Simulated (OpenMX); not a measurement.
The system is Os.

```
CELL_PARAMETERS angstrom
0.00000 1.94500 1.94500
1.94500 0.00000 1.94500
1.94500 1.94500 0.00000
ATOMIC_POSITIONS crystal
Os 0.00000 0.00000 0.00000
```

This isn't the form of Os at room conditions, which is hcp.

* Program: OpenMX 3.8.5
* Task: single point
* Functional: PBE
* Potentials or basis: OpenMX 2013 PBE set, Os7.0-s3p2d2f1, grid cutoff 400 Ry
* k mesh: 13 × 13 × 13
* Occupations: fermi-dirac, width 0.05 eV
* Spin: no spin polarisation

On this cell: pressure -7.2 GPa; band gap on the k mesh none (metal or under the smearing width).

The same run follows on a disturbed copy (cell strained at random at fixed volume):

```
CELL_PARAMETERS angstrom
0.03202 1.94743 1.94431
1.93066 0.01867 1.95766
1.95368 1.98379 -0.00434
ATOMIC_POSITIONS crystal
Os 0.98977 0.99974 0.99869
```

What changes?

The energy (extrapolated to zero smearing) moves by +11.9 meV/atom; pressure -6.7 GPa; band gap on the k mesh none (metal or under the smearing width).

Caveats: the basis of atomic orbitals isn't converged, which shifts pressures, moduli and gaps.
